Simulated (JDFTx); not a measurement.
Crystal: MoS2.

```
CELL_PARAMETERS angstrom
3.16900 0.00000 0.00000
-1.58450 2.74443 0.00000
0.00000 0.00000 12.32400
ATOMIC_POSITIONS crystal
Mo 0.66667 0.33333 0.75000
Mo 0.33333 0.66667 0.25000
S 0.66667 0.33333 0.37700
S 0.33333 0.66667 0.87700
S 0.66667 0.33333 0.12300
S 0.33333 0.66667 0.62300
```

Base run:

- Program: JDFTx 1.7.0 (patched build)
- Functional: PBEsol
- Potentials or basis: PseudoDojo-SR-PBEsol-0.4.1-standard with smoothed tails
- Cutoff: 1088 eV
- Density cutoff: 8708 eV
- k mesh: 10 × 10 × 3
- Occupations: fermi-dirac, width 0.05 eV
- Spin: no spin polarisation

Its results: band gap on the k mesh 0.89 eV, indirect (least direct gap 1.87 eV); pressure -2.9 GPa; largest force 0.304 eV/Å.

The run is repeated on the same cell with these changes: k mesh from 10 × 10 × 3 to 4 × 4 × 1. What comes out?

Band gap on the k mesh 1.18 eV, indirect (least direct gap 2.09 eV); pressure -3.1 GPa; largest force 0.364 eV/Å.

Caveats: some runs use coarse meshes; an odd mesh through Γ misses points on the zone boundary, where band edges often lie; this functional lacks dispersion, which binds the layers, so the pressure and a relaxed spacing across them are unreliable.

Not every run made on this cell is shown here.
